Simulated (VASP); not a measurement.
BN:

```xyz
2
Lattice="1.2511 0.7223 3.3729 -1.2511 0.7223 3.3729 0.0000 -1.4447 3.3729" Properties=species:S:1:pos:R:3 pbc="T T T"
N     0.0000    0.0000    6.7517
B     0.0000    0.0000    0.0033
```

The cell is a database's computed one.

| Property | Result |
| --- | --- |
| Program | VASP 6.6.1 |
| Task | single point |
| Functional | PBE |
| Potentials or basis | VASP PAW PBE potentials, release 64 (N, B) |
| Cutoff | 520 eV |
| k mesh | 12 × 12 × 12 |
| Occupations | fermi-dirac, width 0.05 eV |
| Spin | no spin polarisation |

On this cell: pressure 3.6 GPa; largest force under 0.003 eV/Å; band gap on the k mesh 4.28 eV, indirect (least direct gap 4.70 eV).

The same run follows on a disturbed copy (atoms moved at random, drawn with an rms of 0.05 Å):

```xyz
2
Lattice="1.2511 0.7223 3.3729 -1.2511 0.7223 3.3729 0.0000 -1.4447 3.3729" Properties=species:S:1:pos:R:3 pbc="T T T"
N     0.0391    0.0429    6.7377
B    -0.0334   -0.0240    0.0514
```

Problem. What does the disturbed cell give?

Solution. The energy moves by +104.8 meV/atom; pressure 6.7 GPa; largest force 3.695 eV/Å; band gap on the k mesh 3.72 eV, indirect (least direct gap 4.59 eV).

Forces in eV/Å, atoms in the order of the input:
```
N   -2.381 -2.727  0.739
B    2.381  2.727 -0.739
```

Stress tensor (GPa, compression positive):
```
 1.53 -6.90  1.30
-6.90 16.65  1.48
 1.30  1.48  1.91
```

A k mesh can miss the band edges.
